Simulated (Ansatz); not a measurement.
Input:

ZrO2:
Space group Fm-3m (No. 225); a = b = c = 5.089 Å, α = β = γ = 90.00°

| atom | site | symmetry | x | y | z |
|---|---|---|---|---|---|
| Zr | 4a | m-3m | 0.0000 | 0.0000 | 0.0000 |
| O | 8c | -43m | 0.2500 | 0.2500 | 0.2500 |
(The calculation used a cell of 3 atoms; values per cell refer to that cell.)

This is the r²SCAN-relaxed structure.

Problem. All from DFT-r²SCAN in the program Ansatz with PAW potentials, unless another level is named. Estimate the electron effective mass with spin–orbit coupling, band 1 of 2 at the edge.

Solution. 2.1 along [100], 1.2 along [110], 0.87 along [111] (mₑ).

Problem. And the smallest direct gap on the standard path?

Solution. 4.29 eV.

Problem. And the gap with spin–orbit coupling?

Solution. 3.89 eV.

Problem. And the conduction-band minimum?

Solution. at Γ.

This is a known high-temperature phase of the composition, computed here at zero pressure and temperature. Symmetry was held in the r²SCAN relaxation; whether a distortion lowers the energy is not shown. The run is not spin-polarised. Scalar-relativistic: spin–orbit coupling is off unless named, which matters more the heavier the elements.

Potentials: the later of the program's two PAW sets.
